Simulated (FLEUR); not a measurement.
# PbO (Litharge) (P4/nmm) in FLEUR: band structure with r2SCAN

Aim: the band structure of PbO (Litharge) with r2SCAN.

Program: FLEUR MaX-R8.1 (later development tree). These are calculated values, not measurements. Logs are shortened: lines on timing, memory, paths and dates and some standing lists are left out, and cuts for length are marked.

## 1. The structure

The structure is tetragonal, space group P4/nmm (No. 129). Conventional cell: a = 3.990 Å, b = 3.990 Å, c = 5.010 Å, α = 90.00°, β = 90.00°, γ = 90.00°. Around Pb (site symmetry 4mm) lie 4 O at 2.33 Å. O (site symmetry -4m2) is surrounded by 4 Pb at 2.33 Å.

## 2. Band structure, r2SCAN

The input, inp.xml:

```xml
<?xml version="1.0" encoding="UTF-8" standalone="no"?>
<fleurInput fleurInputVersion="0.39">
   <comment>
      PbO                                                                                                 
   </comment>
   <calculationSetup>
      <cutoffs Kmax="4.47" Gmax="13.9" GmaxXC="13.9" numbands="0"/>
      <scfLoop itmax="80" minDistance="0.0001" maxIterBroyd="30" imix="Anderson" alpha="0.05" precondParam="0.0" spinf="2.0" sdNocoIR="T"/>
      <coreElectrons ctail="F" frcor="F" kcrel="0" coretail_lmax="0"/>
      <xcFunctional name="LibXC" relativisticCorrections="F">
         <LibXCName exchange="mgga_x_r2scan" correlation="mgga_c_r2scan"/>
         <AuxGGA exchange="117" correlation="130"/>
      </xcFunctional>
      <magnetism jspins="1"/>
      <soc l_soc="F" theta="0.0" phi="0.0" spav="F"/>
      <expertModes spex="0" secvar="F"/>
      <geometryOptimization l_f="F" forcealpha="1.0" forcemix="BFGS" epsdisp="0.00001" epsforce="0.00001"/>
      <ldaU l_linMix="F" mixParam="0.05" spinf="1.0"/>
   </calculationSetup>
   <cell>
      <bzIntegration valenceElectrons="52.0" mode="hist" fermiSmearingEnergy="0.00183747">
         <kPointListSelection listName="default-1"/>
         <!-- k-points included here -->
         <xi:include xmlns:xi="http://www.w3.org/2001/XInclude" href="kpts.xml"> </xi:include>
[... 36 lines left out ...]
         </electronConfig>
         <energyParameters s="2" p="2" d="3" f="4"/>
         <lo type="SCLO" l="0" n="2" eDeriv="2"/>
         <lo type="SCLO" l="1" n="2" eDeriv="2"/>
         <lo type="SCLO" l="2" n="3" eDeriv="2"/>
      </species>
   </atomSpecies>
   <atomGroups>
      <atomGroup species="Lead (Pb)">
         <relPos label="                   1">1.000/4.000 -1.000/4.000 -6.000/25.000</relPos>
         <relPos label="                   2">-1.000/4.000 1.000/4.000 6.000/25.000</relPos>
         <force calculate="T" relaxXYZ="TTT"/>
      </atomGroup>
      <atomGroup species="Oxygen (O)">
         <relPos label="                   3">1.000/4.000 1.000/4.000 .0000000000</relPos>
         <relPos label="                   4">-1.000/4.000 -1.000/4.000 .0000000000</relPos>
         <force calculate="T" relaxXYZ="TTT"/>
      </atomGroup>
   </atomGroups>
   <output dos="F" band="F" slice="F">
      <checks vchk="F" cdinf="F"/>
      <bandDOS minEnergy="-.5*Htr" maxEnergy="0.5*Htr" sigma="0.015" storeEVData="T"/>
      <vacuumDOS vacdos="F" integ="F" star="F" nstars="0" locx1="0.0" locy1="0.0" locx2="0.0" locy2="0.0" nstm="0" tworkf="0.0"/>
      <unfoldingBand unfoldBand="F" supercellX="1" supercellY="1" supercellZ="1"/>
      <plotting iplot="0" polar="F">
         <plot TwoD="T" vec1="  1.0  0.0  0.0" vec2="  0.0  1.0  0.0" vec3="  0.0  0.0  1.0" zero="  0.0  0.0  0.0" file="plot"/>
      </plotting>
      <chargeDensitySlicing numkpt="0" minEigenval="0.0" maxEigenval="0.0" nnne="0" pallst="F"/>
      <specialOutput eonly="F"/>
      <moessbauerParams electricFieldGradient="T" isomerShift="T" coreHyperfine="T" valenceHyperfine="T"/>
      <magneticCircularDichroism mcd="F" energyLo="-10.0" energyUp="0.0"/>
   </output>
  <!-- We include the file relax.xml here to enable relaxations (see documentation) -->
  <xi:include xmlns:xi="http://www.w3.org/2001/XInclude" href="relax.xml"> <xi:fallback/> </xi:include>
</fleurInput>
```

The input, crystal.txt:

```
PbO
&input cartesian=F /
3.9900000000  0.0000000000  0.0000000000
0.0000000000  3.9900000000  0.0000000000
0.0000000000  0.0000000000  5.0100000000
1.8897261246
1.0 1.0 1.0

4
82 0.5000000000  0.0000000000  0.7600000000
82 0.0000000000  0.5000000000  0.2400000000
8 0.5000000000  0.5000000000  0.0000000000
8 0.0000000000  0.0000000000  0.0000000000

&kpt div1=7 div2=7 div3=6 gamma=T /
```

The input, inp.xml (bands):

```
<?xml version="1.0" encoding="UTF-8" standalone="no"?>
<fleurInput fleurInputVersion="0.39">
   <comment>
      PbO                                                                                                 
   </comment>
   <calculationSetup>
      <cutoffs Kmax="4.47" Gmax="13.9" GmaxXC="13.9" numbands="0"/>
      <scfLoop itmax="80" minDistance="0.0001" maxIterBroyd="30" imix="Anderson" alpha="0.05" precondParam="0.0" spinf="2.0" sdNocoIR="T"/>
      <coreElectrons ctail="F" frcor="F" kcrel="0" coretail_lmax="0"/>
      <xcFunctional name="LibXC" relativisticCorrections="F">
         <LibXCName exchange="mgga_x_r2scan" correlation="mgga_c_r2scan"/>
         <AuxGGA exchange="117" correlation="130"/>
      </xcFunctional>
      <magnetism jspins="1"/>
      <soc l_soc="F" theta="0.0" phi="0.0" spav="F"/>
      <expertModes spex="0" secvar="F"/>
      <geometryOptimization l_f="F" forcealpha="1.0" forcemix="BFGS" epsdisp="0.00001" epsforce="0.00001"/>
      <ldaU l_linMix="F" mixParam="0.05" spinf="1.0"/>
   </calculationSetup>
   <cell>
      <bzIntegration valenceElectrons="52.0" mode="hist" fermiSmearingEnergy="0.00183747">
         <kPointListSelection listName="path-1"/>
         <!-- k-points included here -->
         <xi:include xmlns:xi="http://www.w3.org/2001/XInclude" href="kpts.xml"> </xi:include>
      </bzIntegration>
[... 35 lines left out ...]
         </electronConfig>
         <energyParameters s="2" p="2" d="3" f="4"/>
         <lo type="SCLO" l="0" n="2" eDeriv="2"/>
         <lo type="SCLO" l="1" n="2" eDeriv="2"/>
         <lo type="SCLO" l="2" n="3" eDeriv="2"/>
      </species>
   </atomSpecies>
   <atomGroups>
      <atomGroup species="Lead (Pb)">
         <relPos label="                   1">1.000/4.000 -1.000/4.000 -6.000/25.000</relPos>
         <relPos label="                   2">-1.000/4.000 1.000/4.000 6.000/25.000</relPos>
         <force calculate="T" relaxXYZ="TTT"/>
      </atomGroup>
      <atomGroup species="Oxygen (O)">
         <relPos label="                   3">1.000/4.000 1.000/4.000 .0000000000</relPos>
         <relPos label="                   4">-1.000/4.000 -1.000/4.000 .0000000000</relPos>
         <force calculate="T" relaxXYZ="TTT"/>
      </atomGroup>
   </atomGroups>
   <output dos="F" band="T" slice="F">
      <checks vchk="F" cdinf="F"/>
      <bandDOS minEnergy="-.5*Htr" maxEnergy="0.5*Htr" sigma="0.015" storeEVData="T"/>
      <vacuumDOS vacdos="F" integ="F" star="F" nstars="0" locx1="0.0" locy1="0.0" locx2="0.0" locy2="0.0" nstm="0" tworkf="0.0"/>
      <unfoldingBand unfoldBand="F" supercellX="1" supercellY="1" supercellZ="1"/>
      <plotting iplot="0" polar="F">
         <plot TwoD="T" vec1="  1.0  0.0  0.0" vec2="  0.0  1.0  0.0" vec3="  0.0  0.0  1.0" zero="  0.0  0.0  0.0" file="plot"/>
      </plotting>
      <chargeDensitySlicing numkpt="0" minEigenval="0.0" maxEigenval="0.0" nnne="0" pallst="F"/>
      <specialOutput eonly="F"/>
      <moessbauerParams electricFieldGradient="T" isomerShift="T" coreHyperfine="T" valenceHyperfine="T"/>
      <magneticCircularDichroism mcd="F" energyLo="-10.0" energyUp="0.0"/>
   </output>
  <!-- We include the file relax.xml here to enable relaxations (see documentation) -->
  <xi:include xmlns:xi="http://www.w3.org/2001/XInclude" href="relax.xml"> <xi:fallback/> </xi:include>
</fleurInput>
```

Potentials or basis: all-electron, FLAPW.

Started as:

```sh
> inpgen -f crystal.txt -profile fastHighL
> # inp.xml edited to the form shown
> mpirun -n 4 fleur_MPI -pe_per_kpt 1
> mpirun -n 4 fleur_MPI -pe_per_kpt 1   # second run, on inp.xml (bands)
```

The program printed:

```text
Welcome to FLEUR        (www.flapw.de)
      MaX-Release 8.1          (www.max-centre.eu)

 func_ids         498         497         498         497
 func_ids         498         497         498         497
 func_ids         498         497         498         497
 func_ids         498         497         498         497
 MetaGGA potential functional detected - V_tau will be computed
 Auxiliary Potential for radial basis: exchange=         117  correlation=         130
 MetaGGA potential functional detected - V_tau will be computed
 Auxiliary Potential for radial basis: exchange=         117  correlation=         130
The functional 'Re-regularized SCAN exchange by Furness et al' is an exchange functional, it belongs to the 'MGGA' family and is defined in the reference(s):
 MetaGGA potential functional detected - V_tau will be computed
 Auxiliary Potential for radial basis: exchange=         117  correlation=         130
 MetaGGA potential functional detected - V_tau will be computed
 Auxiliary Potential for radial basis: exchange=         117  correlation=         130
The functional 'Re-regularized SCAN exchange by Furness et al' is an exchange functional, it belongs to the 'MGGA' family and is defined in the reference(s):
[1] J. W. Furness, A. D. Kaplan, J. Ning, J. P. Perdew, and J. Sun.,  J. Phys. Chem. Lett. 11, 8208-8215 (2020)
[2] J. W. Furness, A. D. Kaplan, J. Ning, J. P. Perdew, and J. Sun.,  J. Phys. Chem. Lett. 11, 9248-9248 (2020)
[... 10 lines left out ...]
[2] J. W. Furness, A. D. Kaplan, J. Ning, J. P. Perdew, and J. Sun.,  J. Phys. Chem. Lett. 11, 9248-9248 (2020)
 Using same functional for VXC and EXC
[1] J. W. Furness, A. D. Kaplan, J. Ning, J. P. Perdew, and J. Sun.,  J. Phys. Chem. Lett. 11, 8208-8215 (2020)
[2] J. W. Furness, A. D. Kaplan, J. Ning, J. P. Perdew, and J. Sun.,  J. Phys. Chem. Lett. 11, 9248-9248 (2020)
The functional 'Re-regularized SCAN correlation by Furness et al' is a correlation functional, it belongs to the 'MGGA' family and is defined in the reference(s):
[1] J. W. Furness, A. D. Kaplan, J. Ning, J. P. Perdew, and J. Sun.,  J. Phys. Chem. Lett. 11, 8208-8215 (2020)
[2] J. W. Furness, A. D. Kaplan, J. Ning, J. P. Perdew, and J. Sun.,  J. Phys. Chem. Lett. 11, 9248-9248 (2020)
 Using same functional for VXC and EXC
[2] J. W. Furness, A. D. Kaplan, J. Ning, J. P. Perdew, and J. Sun.,  J. Phys. Chem. Lett. 11, 9248-9248 (2020)
 Using same functional for VXC and EXC
The functional 'Re-regularized SCAN correlation by Furness et al' is a correlation functional, it belongs to the 'MGGA' family and is defined in the reference(s):
[1] J. W. Furness, A. D. Kaplan, J. Ning, J. P. Perdew, and J. Sun.,  J. Phys. Chem. Lett. 11, 8208-8215 (2020)
[2] J. W. Furness, A. D. Kaplan, J. Ning, J. P. Perdew, and J. Sun.,  J. Phys. Chem. Lett. 11, 9248-9248 (2020)
 Using same functional for VXC and EXC

 ========== k-point set info ==========
 Selected k-point list: default-1
 k-point list type: mesh
 7 x 7 x 6
 Number of k points: 40

 ------------Calculation Setup---------------------------
 Number of MPI-tasks      :            4
 Number of PE/node        :            4
 Number of OMP-threads    :            1
 Using exactly            1  PE per kpt
 Using exactly            1  PE per kpt
 k-points in parallel     :            4
 pe's per k-point         :            1
 No of k-point loops      :           10
 Using exactly            1  PE per kpt
 Using exactly            1  PE per kpt
 Eigenvalue solver        :       lapack
 Number of basis functions:          967
 Approximate size of matrices (H+S) per k-point:         0.014 GB
 --------------------------------------------------------
The functional 'Hammer, Hansen, and Norskov' is an exchange functional, it belongs to the 'GGA' family and is defined in the reference(s):
[1] B. Hammer, L. B. Hansen, and J. K. Nørskov.,  Phys. Rev. B 59, 7413 (1999)
The functional 'Perdew, Burke & Ernzerhof' is a correlation functional, it belongs to the 'GGA' family and is defined in the reference(s):
The functional 'Hammer, Hansen, and Norskov' is an exchange functional, it belongs to the 'GGA' family and is defined in the reference(s):
[1] B. Hammer, L. B. Hansen, and J. K. Nørskov.,  Phys. Rev. B 59, 7413 (1999)
The functional 'Perdew, Burke & Ernzerhof' is a correlation functional, it belongs to the 'GGA' family and is defined in the reference(s):
The functional 'Hammer, Hansen, and Norskov' is an exchange functional, it belongs to the 'GGA' family and is defined in the reference(s):
[1] B. Hammer, L. B. Hansen, and J. K. Nørskov.,  Phys. Rev. B 59, 7413 (1999)
The functional 'Perdew, Burke & Ernzerhof' is a correlation functional, it belongs to the 'GGA' family and is defined in the reference(s):
[1] J. P. Perdew, K. Burke, and M. Ernzerhof.,  Phys. Rev. Lett. 77, 3865 (1996)
[2] J. P. Perdew, K. Burke, and M. Ernzerhof.,  Phys. Rev. Lett. 78, 1396 (1997)
 Using same functional for VXC and EXC
 Using auxiliary GGA potential for the first iteration of MetaGGA calculation.
The functional 'Hammer, Hansen, and Norskov' is an exchange functional, it belongs to the 'GGA' family and is defined in the reference(s):
[1] B. Hammer, L. B. Hansen, and J. K. Nørskov.,  Phys. Rev. B 59, 7413 (1999)
The functional 'Perdew, Burke & Ernzerhof' is a correlation functional, it belongs to the 'GGA' family and is defined in the reference(s):
[1] J. P. Perdew, K. Burke, and M. Ernzerhof.,  Phys. Rev. Lett. 77, 3865 (1996)
[2] J. P. Perdew, K. Burke, and M. Ernzerhof.,  Phys. Rev. Lett. 78, 1396 (1997)
 Using same functional for VXC and EXC
 Using auxiliary GGA potential for the first iteration of MetaGGA calculation.
[1] J. P. Perdew, K. Burke, and M. Ernzerhof.,  Phys. Rev. Lett. 77, 3865 (1996)
[2] J. P. Perdew, K. Burke, and M. Ernzerhof.,  Phys. Rev. Lett. 78, 1396 (1997)
 Using same functional for VXC and EXC
 Using auxiliary GGA potential for the first iteration of MetaGGA calculation.
[1] J. P. Perdew, K. Burke, and M. Ernzerhof.,  Phys. Rev. Lett. 77, 3865 (1996)
[2] J. P. Perdew, K. Burke, and M. Ernzerhof.,  Phys. Rev. Lett. 78, 1396 (1997)
 Using same functional for VXC and EXC
 Using auxiliary GGA potential for the first iteration of MetaGGA calculation.
 Reset of history
 Reset of history
 Iteration:     1   Distance:      51.95318758 me/bohr^3
The functional 'Hammer, Hansen, and Norskov' is an exchange functional, it belongs to the 'GGA' family and is defined in the reference(s):
[1] B. Hammer, L. B. Hansen, and J. K. Nørskov.,  Phys. Rev. B 59, 7413 (1999)
The functional 'Perdew, Burke & Ernzerhof' is a correlation functional, it belongs to the 'GGA' family and is defined in the reference(s):
[1] J. P. Perdew, K. Burke, and M. Ernzerhof.,  Phys. Rev. Lett. 77, 3865 (1996)
[2] J. P. Perdew, K. Burke, and M. Ernzerhof.,  Phys. Rev. Lett. 78, 1396 (1997)
 Using same functional for VXC and EXC
The functional 'Hammer, Hansen, and Norskov' is an exchange functional, it belongs to the 'GGA' family and is defined in the reference(s):
[1] B. Hammer, L. B. Hansen, and J. K. Nørskov.,  Phys. Rev. B 59, 7413 (1999)
The functional 'Perdew, Burke & Ernzerhof' is a correlation functional, it belongs to the 'GGA' family and is defined in the reference(s):
[1] J. P. Perdew, K. Burke, and M. Ernzerhof.,  Phys. Rev. Lett. 77, 3865 (1996)
[2] J. P. Perdew, K. Burke, and M. Ernzerhof.,  Phys. Rev. Lett. 78, 1396 (1997)
 Using same functional for VXC and EXC
The functional 'Hammer, Hansen, and Norskov' is an exchange functional, it belongs to the 'GGA' family and is defined in the reference(s):
[1] B. Hammer, L. B. Hansen, and J. K. Nørskov.,  Phys. Rev. B 59, 7413 (1999)
The functional 'Perdew, Burke & Ernzerhof' is a correlation functional, it belongs to the 'GGA' family and is defined in the reference(s):
[1] J. P. Perdew, K. Burke, and M. Ernzerhof.,  Phys. Rev. Lett. 77, 3865 (1996)
[... 445 lines left out ...]
 Using same functional for VXC and EXC
The functional 'Hammer, Hansen, and Norskov' is an exchange functional, it belongs to the 'GGA' family and is defined in the reference(s):
[1] B. Hammer, L. B. Hansen, and J. K. Nørskov.,  Phys. Rev. B 59, 7413 (1999)
The functional 'Perdew, Burke & Ernzerhof' is a correlation functional, it belongs to the 'GGA' family and is defined in the reference(s):
[1] J. P. Perdew, K. Burke, and M. Ernzerhof.,  Phys. Rev. Lett. 77, 3865 (1996)
[2] J. P. Perdew, K. Burke, and M. Ernzerhof.,  Phys. Rev. Lett. 78, 1396 (1997)
 Using same functional for VXC and EXC
The functional 'Hammer, Hansen, and Norskov' is an exchange functional, it belongs to the 'GGA' family and is defined in the reference(s):
[1] B. Hammer, L. B. Hansen, and J. K. Nørskov.,  Phys. Rev. B 59, 7413 (1999)
The functional 'Perdew, Burke & Ernzerhof' is a correlation functional, it belongs to the 'GGA' family and is defined in the reference(s):
[1] J. P. Perdew, K. Burke, and M. Ernzerhof.,  Phys. Rev. Lett. 77, 3865 (1996)
[2] J. P. Perdew, K. Burke, and M. Ernzerhof.,  Phys. Rev. Lett. 78, 1396 (1997)
 Using same functional for VXC and EXC
 Iteration:    20   Distance:       0.00000899 me/bohr^3

 ********************************************************************
 Run finished successfully
 Stop message:
   all done
 ********************************************************************
```

Run time: 57 s. Hardware: 4 MPI ranks of Intel Xeon 6975P-C (Granite Rapids), shared host.

What came out:

```yaml
Free_energy: -1142957.5560 eV
Band_gap_on_the_k_mesh: 1.72 eV, indirect (least direct gap 2.79 eV)
Band_gap_along_the_path: 1.47 eV, indirect (least direct gap 2.52 eV)
Valence_electrons_inside_the_program's_atomic_spheres: Pb 17.51; O 5.16 (radii Pb 2.47, O 1.61 bohr)
```

Levels at the corners of the path, in eV from the valence-band top:
```tsv
point	band 23	band 24	band 25	band 26	band 27	band 28	band 29	band 30
Γ	-1.76	-1.67	-1.67	0.00	2.88	5.96	5.96	6.02
X	-3.02	-3.02	-1.70	-1.70	3.75	3.75	7.08	7.08
M	-1.75	-1.75	-1.05	-1.05	1.47	1.47	5.66	5.66
Γ	-1.76	-1.67	-1.67	0.00	2.88	5.96	5.96	6.02
Z	-1.80	-1.70	-1.70	-0.99	2.44	4.32	4.32	4.49
R	-2.99	-2.99	-1.05	-1.05	3.41	3.41	6.69	6.69
A	-2.35	-2.35	-1.06	-1.06	3.75	3.75	5.23	5.23
Z	-1.80	-1.70	-1.70	-0.99	2.44	4.32	4.32	4.49
X	-3.02	-3.02	-1.70	-1.70	3.75	3.75	7.08	7.08
R	-2.99	-2.99	-1.05	-1.05	3.41	3.41	6.69	6.69
M	-1.75	-1.75	-1.05	-1.05	1.47	1.47	5.66	5.66
A	-2.35	-2.35	-1.06	-1.06	3.75	3.75	5.23	5.23
```

Core levels (eV from the Fermi level):
```tsv
atom	levels
1 Pb	1s1/2 -87980.4, 2s1/2 -15718.2, 2p1/2 -15091.1, 2p3/2 -12901.2, 3s1/2 -3768.7, 3p1/2 -3486.5, 3p3/2 -2997.9, 4s1/2 -849.2, 3d3/2 -2535.4, 3d5/2 -2431.4, 4p1/2 -727.2, 4p3/2 -607.6, 4d3/2 -409.1, 4d5/2 -386.8, 4f5/2 -130.0, 4f7/2 -124.9, 5s1/2 -138.2
2 Pb	1s1/2 -87980.4, 2s1/2 -15718.2, 2p1/2 -15091.1, 2p3/2 -12901.2, 3s1/2 -3768.7, 3p1/2 -3486.5, 3p3/2 -2997.9, 4s1/2 -849.2, 3d3/2 -2535.4, 3d5/2 -2431.4, 4p1/2 -727.2, 4p3/2 -607.6, 4d3/2 -409.1, 4d5/2 -386.8, 4f5/2 -130.0, 4f7/2 -124.9, 5s1/2 -138.2
3 O	1s1/2 -504.9
4 O	1s1/2 -504.9
```

Caveat: the meta-GGA is that of a development version, with a GGA for the radial functions and cores and without core tails; spin-orbit coupling is left out, which as a rule narrows the gap of such compounds by several tenths of an eV; the mesh misses the band edges, which the band path finds closer together. r2SCAN opens gaps a little over a GGA but as a rule still falls short of measured ones.
